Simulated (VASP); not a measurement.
Runs of VASP 6.6.1 on HfO2. It takes space group P4_2/mnm (No. 136, tetragonal). Conventional cell: a = 4.814 Å, b = 4.814 Å, c = 3.205 Å, α = 90.00°, β = 90.00°, γ = 90.00°. Hf (site symmetry mmm) has 6 O at 2.08 Å as nearest neighbours. Around O (site symmetry m2m) lie 3 Hf at 2.08 Å. Measurements of this composition are mostly on another form, of space group No. 14.

```tsv
task	level	potentials or basis	cell	cutoff (eV)	gap on the mesh (eV)	pressure (GPa)	largest force (eV/Å)
band structure	revTPSS	VASP PAW PBE potentials, release 64 (Hf_pv, O)	as given	520	4.07	(b)	0.02
band structure	PBE	VASP PAW PBE potentials, release 64 (Hf_pv, O_h)	as given	900	3.99	-	-
band structure	MS2	VASP PAW PBE potentials, release 64 (Hf_pv, O)	as given	520	4.15	-0.7	0.03
band structure	TPSS	VASP PAW PBE potentials, release 64 (Hf_pv, O)	as given	520	(a)	4.3	0.02
relaxation of cell and atoms	PBE	VASP PAW PBE potentials, release 64 (Hf_pv, O_h)	relaxed	980	3.91	0.1	0.01
```

Alike in all rows: no spin polarisation; k mesh 6 × 6 × 8; smearing fermi-dirac 0.05 eV.

Estimate the missing entries.

(a) 4.10; (b) 3.0.

Caveats: spin-orbit coupling is left out, which moves the levels of the heavy elements; the PAW data sets were made with another functional, which shifts forces and pressure a little (some runs); the cutoff is under 1.25 times the usual one of these potentials, so pressure, stress and relaxed cells hold a basis-set (Pulay) error (some runs).

A k mesh can miss the band edges, and the runs leave out spin-orbit coupling on Hf.
